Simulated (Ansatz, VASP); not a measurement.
## SiC: VASP beside Ansatz

```
Si C
1.0
     3.07600    0.00000    0.00000
    -1.53800    2.66389    0.00000
     0.00000    0.00000    5.04800
Si C
2 2
Direct
  0.29707 0.64012 0.01981
  0.66667 0.33333 0.50000
  0.33333 0.66667 0.38500
  0.66667 0.33333 0.88500
```

Alike in both runs: task single point; functional PBE; k mesh 6 × 6 × 4; occupations gaussian, width 0.05 eV; no spin polarisation.

|  | VASP | Ansatz |
| --- | --- | --- |
| version | VASP 6.6.1 | Ansatz 0.2.0 |
| potentials or method | VASP PAW PBE potentials, release 64 (Si, C) | scalar-relativistic, plane waves, PAW |
| plane-wave cutoff (eV) | 520 | 420 |
| valence electrons in the cell | 16 | 16 |

|  | VASP | Ansatz | Ansatz less VASP |
| --- | --- | --- | --- |
| gap on the k mesh at the Fermi level (eV) | 1.81 | 1.81 | +0.003 |
| least direct gap on the mesh (eV) | 3.73 | 3.74 | +0.003 |
| pressure (GPa) | 4.4 | 4.4 | +0.06 |
| largest component of the traceless stress (GPa) | 2.15 | 2.15 | +0.005 |
| rms of the force components (eV/Å) | 1.053 | 1.054 | +0.0014 |

Atom by atom the forces differ by 0.003 eV/Å (rms over components).

Caveats: forces of over 1 eV/Å show positions far from the minimum, so gaps and moduli don't describe the material at rest. A k mesh can miss the band edges.
